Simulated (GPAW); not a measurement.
# InSe (C2/m) in GPAW: settings compared

Aim: see how the results for InSe move with the level of theory and the settings. Levels: PBEsol, LDA. Tasks: band structure.

Program: GPAW 26.7.0. These are calculated values, not measurements. Logs are shortened: lines on timing, memory, paths and dates and some standing lists are left out, and cuts for length are marked. The log counts tension as positive stress, the text compression.

## (1) The crystal as given

Symmetry: C2/m, No. 12, monoclinic system. The conventional cell has a = 11.653 Å, b = 4.109 Å, c = 5.073 Å, α = 90.00°, β = 109.86°, γ = 90.00°. Around In (site symmetry m) lie 3 Se at 2.68 to 2.69 Å and 1 In at 2.80 Å. Se (site symmetry m) is surrounded by 3 In at 2.68 to 2.69 Å.

The cell comes from a database or a generator and needn't be the stable form of this composition.

## (2) Band structure, PBEsol

run.py

```python
from ase import Atoms
from ase.dft.bandgap import bandgap
from ase.io import write
from ase.units import GPa
from gpaw import GPAW, PW, setup_paths

setup_paths.insert(0, '.')

atoms = Atoms(['In', 'In', 'Se', 'Se'],
              cell=[[5.8263928781, -2.054648955, 0.0],
                    [5.8263928781, 2.054648955, 0.0],
                    [-1.723233014, 0.0, 4.7713478577]],
              scaled_positions=[[0.88820325, 0.88820325, 0.04684136],
                                [0.11179675, 0.11179675, 0.95315864],
                                [0.66092759, 0.66092759, 0.66895562],
                                [0.33907241, 0.33907241, 0.33104438]],
              pbc=True)

calc = GPAW(mode=PW(600),
            xc='PBEsol',
            kpts={'size': (5, 5, 4), 'gamma': True},
            occupations={'name': 'fermi-dirac', 'width': 0.05},
            nbands=32,
            convergence={'density': 1e-05, 'energy': 1e-05},
            maxiter=150,
            txt='gpaw.txt')
atoms.calc = calc
energy = atoms.get_potential_energy()
forces = atoms.get_forces()
stress = atoms.get_stress()
calc.write('gs.gpw')
write('result.traj', atoms)
print(f'Energy: {energy:.6f} eV')
print('Forces (eV/A):')
print(forces.round(4))
print('Stress (GPa):', (stress / GPa).round(3))
print('Fermi level:', round(calc.get_fermi_level(), 4), 'eV')
print(f'Gap: {bandgap(calc)[0]:.4f} eV, direct: {bandgap(calc, direct=True)[0]:.4f} eV')

path = atoms.cell.bandpath('XGY,LGZ,NGM,RG', npoints=80, eps=1e-4)
bs_calc = calc.fixed_density(kpts=path, symmetry='off', nbands=53,
                             convergence={'bands': 'CBM+6.0', 'eigenstates': 1e-6}, txt='bands.txt')
bs = bs_calc.band_structure()
bs.write('bs.json')
print(f'Gap on the path: {bandgap(bs_calc)[0]:.4f} eV')
```

Potentials or basis: PAW data sets generated in the run's folder for this functional, pw.

Started as:

```
gpaw-setup -f PBEsol In Se
OMP_NUM_THREADS=1 python run.py
```

gpaw.txt:

```text
__  _  _
 | _ |_)|_||  |
 |__||  | ||/\| - 26.7.0

Input parameters:
  mode=PW(ecut=600.0),
  convergence={'density': 1e-05, 'energy': 1e-05},
  kpts=MonkhorstPack(size=(5, 5, 4), gamma=True),
  maxiter=150,
  nbands=32,
  occupations=Occupations(name='fermi-dirac', width=0.05),
  xc=XC(name='PBEsol')

Diagonalizing LCAO Hamiltonian
Converting LCAO to pw mode

       In

                        Se

                Se

                                 In

Atoms  # Å, Bohr magnetons
|   | symbol |         x |         y |        z |    initial magnetic moments |
|---|--------|-----------|-----------|----------|-----------------------------|
| 0 |     In | 10.269324 |  0.000000 | 0.223496 | ( 0.0000,  0.0000,  0.0000) |
| 1 |     In | -0.339771 |  0.000000 | 4.547851 | ( 0.0000,  0.0000,  0.0000) |
| 2 |     Se |  6.548881 | -0.000000 | 3.191820 | ( 0.0000,  0.0000,  0.0000) |
| 3 |     Se |  3.380672 |  0.000000 | 1.579528 | ( 0.0000,  0.0000,  0.0000) |

Unit cell  # Å
| periodic |         x |         y |        z |  lengths |     angles |
|----------|-----------|-----------|----------|----------|------------|
|      yes |  5.826393 | -2.054649 | 0.000000 | 6.178061 | 108.684196 |
|      yes |  5.826393 |  2.054649 | 0.000000 | 6.178061 | 108.684196 |
|      yes | -1.723233 |  0.000000 | 4.771348 | 5.072996 |  38.849898 |

Number of symmetries: 4
Symmetry operations  # r_c * U_cc + t_c -> r_c
|   | kind |            matrix            |
|---|------|------------------------------|
| 0 |  E   |  1, 0, 0,  0, 1, 0,  0, 0, 1 |
| 1 |  σ   |  0, 1, 0,  1, 0, 0,  0, 0, 1 |
| 2 |  C2  |  0,-1, 0, -1, 0, 0,  0, 0,-1 |
| 3 |  i   | -1, 0, 0,  0,-1, 0,  0, 0,-1 |

BZ-sampling:
  Number of BZ points: 100
  Number of IBZ points: 33

  Monkhorst-Pack size: [5, 5, 4]
  Monkhorst-Pack shift: [0.0, 0.0, 0.125]

K-points  # in reciprocal-cell coordinates
|     |                                coordinates |     weight |
|-----|--------------------------------------------|------------|
|   0 | (  0.00000000,   0.00000000,   0.00000000) | 0.01000000 |
|   1 | (  0.00000000,   0.00000000,   0.25000000) | 0.02000000 |
|   2 | (  0.00000000,   0.00000000,   0.50000000) | 0.01000000 |
|   3 | (  0.20000000,  -0.20000000,   0.00000000) | 0.02000000 |
|   4 | (  0.20000000,  -0.20000000,   0.25000000) | 0.04000000 |
|   5 | (  0.20000000,  -0.20000000,   0.50000000) | 0.02000000 |
|   6 | (  0.20000000,   0.00000000,  -0.25000000) | 0.04000000 |
|   7 | (  0.20000000,   0.00000000,   0.00000000) | 0.04000000 |
|   8 | (  0.20000000,   0.00000000,   0.25000000) | 0.04000000 |
|   9 | (  0.20000000,   0.00000000,   0.50000000) | 0.04000000 |
| ... |                                            |            |
|  32 | (  0.40000000,   0.40000000,   0.50000000) | 0.02000000 |

Plane wave coefficients: 3840
Cutoff: 600.0 eV

Spin-components: 1 (collinear spins)
Bands:           32
Projectors:      22
Spin-degeneracy: 2
Datatype:        complex128

Parallelization:
  kpt:    1
  domain: 1
  band:   1

Density:
  Valence electrons: 38.0
  Components: 1
  Grid points: [35 35 30]
  Charge: 0.0  # |e|

Potential:
  Grid points: [35 35 30]

species:
  In:
    name:    Indium
    Z:       49.0
    valence: 13
    core:    36
    charge:  0.0  # [|e|]
    compensation charges:
      type: gauss
      rc: 0.36  # [Å]
      lmax: 2
    cutoffs:
      filter: 2.09  # [Å]
      core: 2.48  # [Å]
    projectors
    | kind |    occ | energy [eV] | rcut [Å] |
    |------|--------|-------------|----------|
    |   5s |  2.000 |      -8.248 |    1.185 |
    |   5p |  1.000 |      -2.521 |    1.244 |
    |   4d | 10.000 |     -18.596 |    1.148 |
    |    s |        |      18.964 |    1.185 |
    |    p |        |      24.691 |    1.244 |
    |    d |        |       8.615 |    1.148 |

    Using partial waves for In as LCAO basis

  Se:
    name:    Selenium
    Z:       34.0
    valence: 6
    core:    28
    charge:  0.0  # [|e|]
    compensation charges:
      type: gauss
      rc: 0.27  # [Å]
      lmax: 2
    cutoffs:
      filter: 1.77  # [Å]
      core: 2.67  # [Å]
    projectors
    | kind |    occ | energy [eV] | rcut [Å] |
    |------|--------|-------------|----------|
    |   4s |  2.000 |     -17.281 |    0.847 |
    |   4p |  4.000 |      -6.511 |    1.005 |
    |    s |        |       9.930 |    0.847 |
    |    p |        |      20.700 |    1.005 |
    |    d |        |       0.000 |    0.847 |

    Using partial waves for Se as LCAO basis

Reference energy: -451921.881656  # eV

eigensolver:
  PPCG
  Converge bands: occupied
  niter=2

density mixing:
  MSR1-Mixer
  Pratt-step length: 0.05
  Maximum mixing coefficient: 0.75
  Old densities: 10
  SVD Regularization: 0.005
  Good broyden scale: 1.0
  Trust region scale: 1.0
  Backstep threshold: 4.0
  History deletion threshold: 6.0
  Fourier metric: weight=20.0, sigma=0.015

occupation numbers:
  Fermi-Dirac:
    width: 0.0500  # eV

poisson solver:
  ecut: 4800.0  # eV

xc functional:
  name: PBEsol with 2 nearest neighbor stencil

convergence criteria:
- Maximum integral of absolute [dens]ity change: 1e-05 electrons / valence electron
- Maximum [total energy] change in last 3 cyles: 1e-05 eV / valence electron
- Maximum integral of absolute [eigenst]ate change: 4e-08 eV^2 / valence electron
maximum number of iterations: 150

SCF iterations
|iter     | |      energy | eigst |  dens |
|---------|-|-------------|-------|-------|
|iter:   1| |  -16.346756 | -0.32 |       |
|iter:   2| |  -16.259664 | -2.21 | -1.25 |
|iter:   3| |  -15.944080 | -2.03 | -1.29 |
|iter:   4| |  -15.938877 | -3.29 | -1.82 |
|iter:   5| |  -15.938514 | -4.09 | -2.39 |
|iter:   6| |  -15.938539c| -5.34 | -3.03 |
|iter:   7| |  -15.938545c| -6.10 | -3.53 |
|iter:   8| |  -15.938546c| -6.98 | -4.01 |
|iter:   9| |  -15.938547c| -7.52c| -4.66 |
|iter:  10| |  -15.938547c| -8.06c| -5.32c|

Converged in 10 steps
Energy contributions relative to reference atoms: (reference = -451921.881656)

Energy contributions:
  Kinetic:          36.197262
  Coulomb:         -34.668194
  Zero:              0.242477
  External:          0.000000
  Xc:              -17.710091
  Entropy:          -0.000001
  Spinorbit:         0.000000
  ----------------------------
  Free energy:     -15.938547
  Extrapolated:    -15.938547

dipole moment: (0.000072, -0.000000, 0.000035)  # |e|*Ang

Fermi level: 4.961
Eigenvalues  # (at kpt = [0.000, 0.000, 0.000])
| band index |      eig [eV] | occ [0-2] |
|------------|---------------|-----------|
|          0 |        -9.963 |     2.000 |
|        ... |               |           |
|         11 |        -7.062 |     2.000 |
|         12 |        -0.288 |     2.000 |
|         13 |         0.580 |     2.000 |
|         14 |         0.696 |     2.000 |
|         15 |         2.154 |     2.000 |
|         16 |         2.428 |     2.000 |
[... 8 lines left out ...]
|         25 |        11.096 |     0.000 |
|         26 |        12.609 |     0.000 |
|        ... |               |           |
|         31 |        15.328 |     0.000 |

Gap: 1.053 eV
Transition (v -> c):
  (s=0, k=29, n=18, [0.40, 0.40, -0.25]) -> (s=0, k=2, n=19, [0.00, 0.00, 0.50])
Direct/indirect transitions are different
Direct gap: 1.244 eV
Transition at: (s=0, k=29, n=18, [0.40, 0.40, -0.25])

Forces  # eV/Ang
|        x |       y |        z |
|----------|---------|----------|
| -0.02502 | 0.00000 | -0.00768 |  # In   0
|  0.02502 | 0.00000 |  0.00768 |  # In   1
|  0.01315 | 0.00000 | -0.03025 |  # Se   2
| -0.01315 | 0.00000 |  0.03025 |  # Se   3

Stress tensor  # eV/Ang^3
|         x |        y |         z |
|-----------|----------|-----------|
|  0.010914 | 0.000000 | -0.000079 |
|  0.000000 | 0.007838 |  0.000000 |
| -0.000079 | 0.000000 |  0.007018 |

# Writing to gs.gpw (mode='')
```

Run time: 5 min. Hardware: 1 thread of Arm Neoverse V2, shared host; peak memory 0.64 GiB.

Results:

```yaml
Free_energy: -15.9385 eV
Pressure: -1.4 GPa
Largest_force: 0.033 eV/Å
Band_gap_on_the_k_mesh: 1.05 eV, indirect (least direct gap 1.24 eV)
Band_gap_along_the_path: 1.08 eV, indirect (least direct gap 1.31 eV)
```

Forces in eV/Å, atoms in the order of the input:
```
In  -0.025  0.000 -0.008
In   0.025  0.000  0.008
Se   0.013  0.000 -0.030
Se  -0.013  0.000  0.030
```

Levels at the corners of the path, in eV from the valence-band top:
```tsv
point	band 16	band 17	band 18	band 19	band 20	band 21	band 22	band 23
X	-2.16	-1.78	-1.54	-1.18	1.62	2.41	3.64	3.65
Γ	-2.24	-1.96	-1.34	-1.12	2.67	2.96	3.58	4.82
Y	-1.76	-1.43	-1.04	-0.37	1.08	2.05	3.53	3.88
L	-2.95	-2.14	-2.10	-1.29	2.46	3.38	3.66	4.69
Γ	-2.24	-1.96	-1.34	-1.12	2.67	2.96	3.58	4.82
Z	-1.66	-1.28	-0.71	-0.47	2.14	2.97	3.40	4.71
N	-2.95	-2.14	-2.10	-1.29	2.46	3.38	3.66	4.69
Γ	-2.24	-1.96	-1.34	-1.12	2.67	2.96	3.58	4.82
M	-2.35	-1.17	-0.68	-0.04	1.48	2.59	3.34	3.96
R	-2.16	-1.78	-1.54	-1.18	1.62	2.41	3.64	3.65
Γ	-2.24	-1.96	-1.34	-1.12	2.67	2.96	3.58	4.82
```

Caveat: spin-orbit coupling is left out, which moves the levels of the heavy elements; the program warned that so skewed a cell can give wrong results. PBEsol gaps usually lie below the measured ones, often by a third to a half.

## (3) Band structure, LDA

run.py, as its differences from that of step 2:

```diff
@@ -4,5 +4,3 @@
 from ase.units import GPa
-from gpaw import GPAW, PW, setup_paths
-
-setup_paths.insert(0, '.')
+from gpaw import GPAW, PW
 
@@ -19,3 +17,3 @@
 calc = GPAW(mode=PW(600),
-            xc='PBEsol',
+            xc='LDA',
             kpts={'size': (5, 5, 4), 'gamma': True},
```

Potentials or basis: the program's PAW data sets (release 1.2.1) made for this functional, pw.

Started as:

```
OMP_NUM_THREADS=1 python run.py
```

Run time: 5.2 min. Hardware: 1 thread of Arm Neoverse V2, shared host; peak memory 0.64 GiB.

Results (log left out):

| Quantity | Value |
| --- | --- |
| Free energy | -17.0014 eV |
| Pressure | -3.0 GPa |
| Largest force | 0.125 eV/Å |
| Band gap on the k mesh | 0.97 eV, indirect (least direct gap 1.15 eV) |
| Band gap along the path | 1.00 eV, indirect (least direct gap 1.22 eV) |

Forces on the atoms (eV/Å):
```
In  -0.069  0.000  0.011
In   0.069  0.000 -0.011
Se   0.002  0.000  0.125
Se  -0.002  0.000 -0.125
```

Stress tensor (GPa, compression positive):
```
-3.69  0.00  0.05
 0.00 -2.81  0.00
 0.05  0.00 -2.54
```

Levels at the corners of the path, in eV from the valence-band top:
| point | band 15 | band 16 | band 17 | band 18 | band 19 | band 20 | band 21 | band 22 | band 23 | band 24 |
| --- | --- | --- | --- | --- | --- | --- | --- | --- | --- | --- |
| X | -2.45 | -2.14 | -1.77 | -1.54 | -1.17 | 1.56 | 2.35 | 3.62 | 3.62 | 4.35 |
| Γ | -3.75 | -2.24 | -1.95 | -1.33 | -1.11 | 2.61 | 2.94 | 3.54 | 4.77 | 5.43 |
| Y | -2.16 | -1.74 | -1.42 | -1.03 | -0.37 | 1.00 | 2.00 | 3.47 | 3.83 | 6.29 |
| L | -3.32 | -2.95 | -2.13 | -2.10 | -1.29 | 2.38 | 3.37 | 3.65 | 4.64 | 6.05 |
| Γ | -3.75 | -2.24 | -1.95 | -1.33 | -1.11 | 2.61 | 2.94 | 3.54 | 4.77 | 5.43 |
| Z | -2.35 | -1.65 | -1.26 | -0.71 | -0.48 | 2.08 | 2.91 | 3.36 | 4.68 | 5.54 |
| N | -3.32 | -2.95 | -2.13 | -2.10 | -1.29 | 2.38 | 3.37 | 3.65 | 4.64 | 6.05 |
| Γ | -3.75 | -2.24 | -1.95 | -1.33 | -1.11 | 2.61 | 2.94 | 3.54 | 4.77 | 5.43 |
| M | -2.36 | -2.34 | -1.17 | -0.67 | -0.04 | 1.38 | 2.57 | 3.30 | 3.93 | 5.56 |
| R | -2.45 | -2.14 | -1.77 | -1.54 | -1.17 | 1.56 | 2.35 | 3.62 | 3.62 | 4.35 |
| Γ | -3.75 | -2.24 | -1.95 | -1.33 | -1.11 | 2.61 | 2.94 | 3.54 | 4.77 | 5.43 |

Caveat: spin-orbit coupling is left out, which moves the levels of the heavy elements; the program warned that so skewed a cell can give wrong results. LDA gaps usually lie below the measured ones, often by a third to a half.

## (4) The reference run

An earlier run on the cell as given: functional PBEsol; potentials or basis PAW data sets generated in the run's folder for this functional; cutoff 600 eV; basis pw; k mesh 7 × 7 × 6; occupations fermi-dirac, width 0.05 eV; no spin polarisation.

- Pressure: -1.4 GPa
- Largest force: 0.036 eV/Å
- Band gap on the k mesh: 1.08 eV, indirect (least direct gap 1.17 eV)
